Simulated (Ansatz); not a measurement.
# Cu (I4/mmm) in Ansatz: further runs

One crystal, Cu, is run at these levels: PBE, LDA, PBEsol, RPBE; tasks: single point, relaxation of cell and atoms.

Program: Ansatz 0.2.0. These are calculated values, not measurements. Logs are shortened: lines on timing, memory, paths and dates and some standing lists are left out, and cuts for length are marked.

### 1 The structure

It takes space group I4/mmm (No. 139, tetragonal). The conventional cell has a = 2.886 Å, b = 2.886 Å, c = 2.752 Å, α = 90.00°, β = 90.00°, γ = 90.00°. Around Cu (site symmetry 4/mmm) lie 10 Cu at 2.46 to 2.75 Å.

This isn't the form of Cu at room conditions, which is fcc.

### 2 Single point, PBE

Input file input.yaml:

```yaml
crystal:
  lattice:
    - [-1.44279332, 1.44279332, 1.37608145]
    - [1.44279332, -1.44279332, 1.37608145]
    - [1.44279332, 1.44279332, -1.37608145]
  atoms:
    - { symbol: Cu, position: [0.0, 0.0, 0.0] }
hamiltonian:
  xc: pbe
  pseudopotentials: { kind: paw }
kpoints:
  mp_grid: { grid: [13, 13, 13] }
scf:
  occupations: { method: gaussian, width: 0.011 }
output:
  forces: true
  stress: true
  eigenvalues: true
```

Potentials or basis: Ansatz PAW.

On the command line:

```console
$ ansatz run input.yaml --threads 2 --pin off --max-ram 5632MiB --backend cpu --events-out ev --progress --plain --runs-dir out
```

Standard output:

```text
Warning: RAYON_NUM_THREADS=2 ignored (pool sized by the plan → 2); use --threads N
Engine: ansatz 0.2.0, aarch64-unknown-linux-gnu
Pseudopotentials: kind: paw
Pseudopotential: Cu, paw, valence charge 19, recommended cutoff 420 eV (normal), Cu.paw.azcp
Functional definition: PBE
  parameter kappa = 0.804
  parameter beta = 0.06672455060314922
  exchange = pbe_x(kappa = kappa, mu = beta*pi^2/3)
  correlation = pbe_c(beta = beta)
Crystal: 1 atoms, lattice volume = 11.458 Å³
Basis set: ecut = 420 eV, 225 PW (Γ), exchange–correlation on 36×36×36 points (8 copies of the dense FFT grid, shifted against one another)
Bands: 14, of which v1, the nominal top of the filled ones, is band 10 counted from 1 (9 counted from 0)
Symmetry: 16 space group operations
Space group: I4/mmm (ITA 139), of the structure as read, at distance tolerance 2.3e-5 Å
k-points: 196 of 2197
Non-local potential: Cu, projectors of the file, l = 0: 3, l = 1: 2, l = 2: 3, l = 3: 1
PAW form: soft (Blöchl's): semilocal exchange-correlation on the pseudo side does not see the compensation charge
PAW one-centre angular grid: Cu, 590 points (default); XC on 64 Gauss nodes
Initial density: superposition of atomic densities (neutral atoms: chi_scale 0, normalization atom), corrected by the library's trained network
Initial wavefunctions: pseudopotential atomic-orbital guess
Functional: x = pbe(κ = 0.804, μ = 0.2195149727645171), c = pbe(β = 0.06672455060314922)
SCF iter   1: F=—  HF=-6625.130070 eV  |F-HF|=—  |Δ(HF+E_count)|=         —  Δρ=1.12e-3  dr2=4.24e-5  ethr=1.77e-3  ⟨swp⟩=5.0  Hψ=14058  notcnv=0
preconditioner: auto → none  [insulator: Δε(μ)=0.038 eV  Ē_g=17.604 eV  σ=0.011 eV  W_gap=0.72  n_scr=0 (ndim 8)  ℏωp=36.4 eV  f_vac=0.000  D(μ)=0.63/eV (n_scr^D=12)  ε∞_Penn≈5.3]
SCF iter   2: F=—  HF=-6625.130199 eV  |F-HF|=—  |Δ(HF+E_count)|=   1.30e-4  Δρ=5.08e-4  dr2=5.31e-6  ethr=2.23e-7  ⟨swp⟩=2.4  Hψ=6701  notcnv=0  defer=4
SCF iter   3: F=—  HF=-6625.130214 eV  |F-HF|=—  |Δ(HF+E_count)|=   1.51e-5  Δρ=8.66e-5  dr2=1.40e-7  ethr=2.79e-8  ⟨swp⟩=2.0  Hψ=3636  notcnv=0  defer=4
iter 4 did not close the SCF: its close was put off for the readings that it lacked (scf_convergence_deferred on its scf_iter line)
SCF iter   4: F=-6625.130215 eV  HF=-6625.130215 eV  |F-HF|=3.24e-8  |Δ(HF+E_count)|=   4.88e-7  Δρ=2.16e-5  dr2=2.69e-8  ethr=7.36e-10  ⟨swp⟩=2.0  Hψ=3735  notcnv=0  defer=4
iter 5 did not close the SCF: its close was put off for the readings that it lacked (scf_convergence_deferred on its scf_iter line)
SCF iter   5: F=-6625.130215 eV  HF=-6625.130215 eV  |F-HF|=5.20e-10  |Δ(HF+E_count)|=   5.28e-9  Δρ=3.41e-6  dr2=3.17e-10  ethr=1.42e-10  ⟨swp⟩=2.1  Hψ=3691  notcnv=0  defer=4
SCF iter   6: F=-6625.130215 eV  HF=-6625.130215 eV  |F-HF|=9.09e-13  |Δ(HF+E_count)|=  6.72e-10  Δρ=1.95e-7  dr2=9.22e-13  ethr=1.67e-12  ⟨swp⟩=2.5  Hψ=9089  notcnv=0
SCF 1 converged in 6 iterations: F = -6625.130215 eV  dr2 = 9.22e-13
SCF converged after 6 iterations
Free energy (F): -6625.130215 eV
Harris-Foulkes:  -6625.130215 eV  (|F-HF|=9.09e-13)
Internal energy: -6625.130177 eV  (E = F + TS)
E sigma→0 (E₀):  -6625.130196 eV
Entropy (-TS):   -0.000038 eV (-0.038 meV/atom)
Fermi energy:    17.370368 eV
--- Per-component energies (eV) ---
  E_band       = -348.298830
  E_kinetic    = 300.375329
  E_local      = -3994.485097  (includes V_loc(G=0)·N_el)
  E_nonlocal   = 389.644252
  E_hartree    = 1761.711336
  E_xc         = -89.847920
  E_vxc        = -115.970073  (∫ρ·V_xc dr)
  E_paw        = -1662.593704  (= ΣΔE_a)
  E_vpaw       = -451.286193  (= ΣTr[D̂ρ^β])
  E_aug_tail   = 0.000278  (compensation charges beyond the density's cutoff)
  E_ewald      = -3329.934651
  E_smearing   = -0.000038  (= −TS)
  E_closure    = -0.000000  (closes the sum)
  Σ components = -6625.130215   (vs F -6625.130215, Δ=0.00e0)
--- Forces (eV/Å), atoms counted from 1 ---
  atom   1  Cu     0.00000000     0.00000000     0.00000000
  max |Σ_I F_I| component: 1.60e-31 eV/Å
--- Stress (GPa, compression-positive) ---
        7.130526      -0.000000       0.000000
       -0.000000       7.130526       0.000000
        0.000000       0.000000       7.425353
  P = ⅓ Tr σ = 7.2288 GPa (72.288 kbar)
--- Band table (eV; the first three rows and the last of 196) ---
  k-point 0: bands = ["-95.2183", "-52.5211", "-52.5196", "-52.5196", "7.7911", "14.1319", "14.3306", "14.3306", "15.2130", "15.4204", "42.3063", "42.3063", "43.5658", "46.0578"]
  k-point 1: bands = ["-95.2173", "-52.5269", "-52.5235", "-52.5194", "8.0168", "14.1352", "14.2915", "14.4190", "15.1694", "15.4160", "39.6852", "42.1271", "43.0332", "44.4630"]
  k-point 2: bands = ["-95.2146", "-52.5469", "-52.5301", "-52.5188", "8.6780", "14.1296", "14.1841", "14.6702", "15.0793", "15.4056", "35.6032", "40.7728", "42.0733", "42.3279"]
  k-point 195: bands = ["-95.1876", "-52.6172", "-52.6164", "-52.6063", "12.6409", "12.6935", "15.8515", "15.8856", "15.8874", "24.1988", "25.3127", "27.1412", "31.0977", "32.0394"]
```

Run time: 1.6 s. Hardware: 2 threads of Arm Neoverse V1, shared host; peak memory 0.29 GiB.

Results:

```
Free energy            : -6625.1302 eV
Pressure               : 7.2 GPa
Band gap on the k mesh : none (metal or under the smearing width)
```

### 3 Relaxation of cell and atoms, PBE

Edit input.yaml of step 2 so:

```diff
@@ -13,3 +13,3 @@
 scf:
-  occupations: { method: gaussian, width: 0.011 }
+  occupations: { method: fermi_dirac, width: 0.05 }
 output:
@@ -18 +18,5 @@
   eigenvalues: true
+relax:
+  f_tol: 0.01
+  max_steps: 40
+  cell: { stress_tol: 0.05 }
```

Potentials or basis: Ansatz PAW.

On the command line:

```console
$ ansatz run input.yaml --threads 2 --pin off --max-ram 5632MiB --backend cpu --events-out ev --progress --plain --runs-dir out
```

It took 11 s on 2 threads of Arm Neoverse V1, shared host; peak memory 0.31 GiB.

The run converged. Its results:

| Item | Value |
| --- | --- |
| Free energy | -6625.1439 eV |
| Relaxed volume | 12.02 Å³/atom |
| Relaxed cell | a = 2.502 Å, b = 2.502 Å, c = 2.502 Å, α = 107.83°, β = 107.83°, γ = 112.81° |
| Space group after relaxing (to 0.05 Å) | I4/mmm (No. 139) |
| Energy gained by relaxing | 12.2 meV/atom |
| Ionic steps | 8 |
| Pressure after relaxing | 0.0 GPa |
| Band gap on the k mesh | none (metal or under the smearing width) |

Step by step:
```
step  energy change (eV)  largest force (eV/Å)  volume (Å³)
   1              0.0000                0.0000        11.46
   2             -0.0086                0.0000        11.72
   3             -0.0117                0.0000        11.99
   4             -0.0117                0.0000        12.02
   5             -0.0118                0.0000        12.03
   6             -0.0118                0.0000        12.04
   7             -0.0118                0.0000        12.02
   8             -0.0122                0.0000        12.02
```

Final structure:
```cif
data_structure
_symmetry_space_group_name_H-M 'P 1'
_symmetry_Int_Tables_number 1
_cell_length_a 2.5018
_cell_length_b 2.5018
_cell_length_c 2.5018
_cell_angle_alpha 107.827
_cell_angle_beta 107.827
_cell_angle_gamma 112.813
_cell_volume 12.02
loop_
_atom_site_label
_atom_site_type_symbol
_atom_site_fract_x
_atom_site_fract_y
_atom_site_fract_z
_atom_site_occupancy
Cu1 Cu 0.00000 0.00000 0.00000 1
```

Levels at points of the mesh, in eV from the Fermi level:
```
           k point  band 7  band 8  band 9  band 10  band 11  band 12  band 13  band 14
(0.00, 0.00, 0.00)   -2.86   -2.86   -2.11    -1.85    24.22    24.22    25.96    27.68
```

Caveat: the plane-wave basis is chosen anew once the cell has moved, so the energies of steps on either side of that aren't comparable.

### 4 Relaxation of cell and atoms, LDA

Edit input.yaml of step 3 so:

```diff
@@ -8,3 +8,3 @@
 hamiltonian:
-  xc: pbe
+  xc: lda
   pseudopotentials: { kind: paw }
@@ -18,2 +18,6 @@
   eigenvalues: true
+  write_density: true
+  write_potential: true
+  elf: true
+  volumetric_format: npy
 relax:
```

On the command line:

```console
$ ansatz run input.yaml --threads 2 --pin off --max-ram 5632MiB --backend cpu --events-out ev --progress --plain --runs-dir out
```

Wall time 11 s (2 threads of Arm Neoverse V1, shared host); peak memory 0.31 GiB.

The run converged. Its results:

```yaml
Free_energy: -6555.6864 eV
Relaxed_volume: 10.93 Å³/atom
Relaxed_cell: a = 2.422 Å, b = 2.422 Å, c = 2.422 Å, α = 108.30°, β = 108.30°, γ = 111.84°
Space_group_after_relaxing_to_0.05_Å: I4/mmm (No. 139)
Energy_gained_by_relaxing: 13.4 meV/atom
Ionic_steps: 7
Pressure_after_relaxing: 0.0 GPa
Band_gap_on_the_k_mesh: none (metal or under the smearing width)
```

Step by step:
```csv
step,energy change (eV),largest force (eV/Å),volume (Å³)
1,0.0000,0.0000,11.46
2,-0.0103,0.0000,11.19
3,-0.0138,0.0000,10.90
4,-0.0138,0.0000,10.93
5,-0.0138,0.0000,10.93
6,-0.0138,0.0000,10.93
7,-0.0134,0.0000,10.93
```

Final structure:
```
Cu
1.0
    -1.41875    1.41875    1.35741
     1.41875   -1.41875    1.35741
     1.41875    1.41875   -1.35741
Cu
1
Cartesian
  0.0000 0.0000 0.0000
```

Levels at points of the mesh, in eV from the Fermi level:
```tsv
k point	band 7	band 8	band 9	band 10	band 11	band 12	band 13	band 14
(0.00, 0.00, 0.00)	-3.25	-3.25	-2.27	-2.06	25.51	25.51	26.70	29.50
```

Caveat: the plane-wave basis is chosen anew once the cell has moved, so the energies of steps on either side of that aren't comparable; the PAW data sets come from PBE, with cores solved anew for the run's functional, which leaves a small shift of forces and pressure.

### 5 Relaxation of cell and atoms, PBEsol

Edit input.yaml of step 4 so:

```diff
@@ -8,3 +8,3 @@
 hamiltonian:
-  xc: lda
+  xc: pbesol
   pseudopotentials: { kind: paw }
@@ -18,6 +18,2 @@
   eigenvalues: true
-  write_density: true
-  write_potential: true
-  elf: true
-  volumetric_format: npy
 relax:
```

On the command line:

```console
$ ansatz run input.yaml --threads 2 --pin off --max-ram 5632MiB --backend cpu --events-out ev --progress --plain --runs-dir out
```

It took 8.6 s on 2 threads of Arm Neoverse V1, shared host; peak memory 0.31 GiB.

It converged, with:

```yaml
Free_energy: -6588.7397 eV
Relaxed_volume: 11.36 Å³/atom
Relaxed_cell: a = 2.454 Å, b = 2.454 Å, c = 2.454 Å, α = 108.23°, β = 108.23°, γ = 111.98°
Space_group_after_relaxing_to_0.05_Å: I4/mmm (No. 139)
Energy_gained_by_relaxing: 0.4 meV/atom
Ionic_steps: 6
Pressure_after_relaxing: 0.0 GPa
Band_gap_on_the_k_mesh: none (metal or under the smearing width)
```

Step by step:
```
step  energy change (eV)  largest force (eV/Å)  volume (Å³)
   1              0.0000                0.0000        11.46
   2             -0.0004                0.0000        11.41
   3             -0.0005                0.0000        11.36
   4             -0.0004                0.0000        11.36
   5             -0.0004                0.0000        11.36
   6             -0.0004                0.0000        11.36
```

Final structure:
```yaml
crystal:
  lattice:
    - [-1.43839, 1.43839, 1.37263]
    - [1.43839, -1.43839, 1.37263]
    - [1.43839, 1.43839, -1.37263]
  atoms:
    - { symbol: Cu, position: [0.00000, 0.00000, 0.00000] }
```

Levels at points of the mesh, in eV from the Fermi level:
| k point | band 8 | band 9 | band 10 | band 11 | band 12 | band 13 |
| --- | --- | --- | --- | --- | --- | --- |
| (0.00, 0.00, 0.00) | -3.07 | -2.17 | -1.95 | 25.00 | 25.00 | 26.24 |

Caveat: the plane-wave basis is chosen anew once the cell has moved, so the energies of steps on either side of that aren't comparable; the PAW data sets come from PBE, with cores solved anew for the run's functional, which leaves a small shift of forces and pressure.

### 6 Relaxation of cell and atoms, RPBE

Edit input.yaml of step 5 so:

```diff
@@ -8,3 +8,3 @@
 hamiltonian:
-  xc: pbesol
+  xc: rpbe
   pseudopotentials: { kind: paw }
```

Potentials or basis: Ansatz PAW.

On the command line:

```console
$ ansatz run input.yaml --threads 2 --pin off --max-ram 5632MiB --backend cpu --events-out ev --progress --plain --runs-dir out
```

It took 15 s on 2 threads of Arm Neoverse V1, shared host; peak memory 0.31 GiB.

The run converged. Its results:

| Quantity | Value |
| --- | --- |
| Free energy | -6630.3382 eV |
| Relaxed volume | 12.46 Å³/atom |
| Relaxed cell | a = 2.532 Å, b = 2.532 Å, c = 2.532 Å, α = 107.73°, β = 107.73°, γ = 113.01° |
| Space group after relaxing (to 0.05 Å) | I4/mmm (No. 139) |
| Energy gained by relaxing | 35.8 meV/atom |
| Ionic steps | 10 |
| Pressure after relaxing | 0.0 GPa |
| Band gap on the k mesh | none (metal or under the smearing width) |

The path:
```
step  energy change (eV)  largest force (eV/Å)  volume (Å³)
   1              0.0000                0.0000        11.46
   2             -0.0249                0.0000        11.90
   3             -0.0348                0.0000        12.38
   4             -0.0350                0.0000        12.46
   5             -0.0350                0.0000        12.48
   6             -0.0351                0.0000        12.49
   7             -0.0351                0.0000        12.47
   8             -0.0358                0.0000        12.47
   9             -0.0358                0.0000        12.46
  10             -0.0358                0.0000        12.46
```

Final structure:
```xyz
1
Lattice="-1.4932 1.4932 1.3973 1.4932 -1.4932 1.3973 1.4932 1.4932 -1.3973" Properties=species:S:1:pos:R:3 pbc="T T T"
Cu    0.0000    0.0000    0.0000
```

Levels at points of the mesh, in eV from the Fermi level:
```csv
k point,band 7,band 8,band 9,band 10,band 11,band 12,band 13,band 14
"(0.00, 0.00, 0.00)",-2.75,-2.75,-2.05,-1.79,23.76,23.76,25.61,27.08
```

Caveat: the plane-wave basis is chosen anew once the cell has moved, so the energies of steps on either side of that aren't comparable; the PAW data sets come from PBE, with cores solved anew for the run's functional, which leaves a small shift of forces and pressure.

### 7 The runs side by side

```csv
task,level,cell,smearing,gap on the mesh (eV),pressure (GPa),relaxed volume (Å³/atom)
single point,PBE,as given,gaussian 0.011 eV,none,7.2,-
relaxation of cell and atoms,PBE,relaxed,fermi-dirac 0.05 eV,none,0.0,12.02
relaxation of cell and atoms,LDA,relaxed,fermi-dirac 0.05 eV,none,0.0,10.93
relaxation of cell and atoms,PBEsol,relaxed,fermi-dirac 0.05 eV,none,0.0,11.36
relaxation of cell and atoms,RPBE,relaxed,fermi-dirac 0.05 eV,none,0.0,12.46
```

Alike in all rows: potentials or basis Ansatz PAW; no spin polarisation; k mesh 13 × 13 × 13; cutoff (eV) 420.

Caveats: the plane-wave basis is chosen anew once the cell has moved, so the energies of steps on either side of that aren't comparable (some runs); the PAW data sets come from PBE, with cores solved anew for the run's functional, which leaves a small shift of forces and pressure (some runs).

Total energies depend on the potentials used, so only differences within one code and one set of settings carry meaning.
